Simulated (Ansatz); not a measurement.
Wanted: the native input for an Ansatz 0.2.0 run.

```yaml
Task: single point
Functional: PBE
Potentials_or_basis: Ansatz PAW
Cutoff: "420 eV (not typed: the program's choice for these potentials)"
k_mesh: 7 × 7 × 7
Occupations: fermi-dirac, width 0.05 eV
Spin: no spin polarisation
```

KMgF3:

```
K Mg F
1.0
     3.98590    0.00000    0.00000
     0.00000    3.98590    0.00000
     0.00000    0.00000    3.98590
K Mg F
1 1 3
Direct
  0.50000 0.50000 0.50000
  0.00000 0.00000 0.00000
  0.00000 0.00000 0.50000
  0.00000 0.50000 0.00000
  0.50000 0.00000 0.00000
```

One way to write it, as run:

input.yaml

```yaml
crystal:
  lattice:
    - [3.9859, 0.0, 0.0]
    - [0.0, 3.9859, 0.0]
    - [0.0, 0.0, 3.9859]
  atoms:
    - { symbol: K, position: [0.5, 0.5, 0.5] }
    - { symbol: Mg, position: [0.0, 0.0, 0.0] }
    - { symbol: F, position: [0.0, 0.0, 0.5] }
    - { symbol: F, position: [0.0, 0.5, 0.0] }
    - { symbol: F, position: [0.5, 0.0, 0.0] }
hamiltonian:
  xc: pbe
  pseudopotentials: { kind: paw }
kpoints:
  mp_grid: { grid: [7, 7, 7] }
scf:
  occupations: { method: fermi_dirac, width: 0.05 }
output:
  forces: true
  stress: true
  eigenvalues: true
```

Potentials or basis: Ansatz PAW.

Run with:

```bash
$ ansatz run input.yaml --threads 2 --pin off --max-ram 5120MiB --backend cpu --events-out ev --progress --plain --runs-dir out
```

It gave:

- Pressure: 3.8 GPa
- Band gap on the k mesh: 7.37 eV, indirect (least direct gap 7.66 eV)

Caveat: odd divisions of the mesh miss points on the zone boundary, where band edges often lie, so the gap on the mesh can be too wide; the pressure holds a Pulay correction of +0.5 GPa for the finite cutoff.

Wall time 0.81 s on 2 threads of Intel(R) Xeon(R) Platinum 8375C CPU @ 2.90GHz (Ice Lake), on a shared host, peak memory 0.35 GiB.
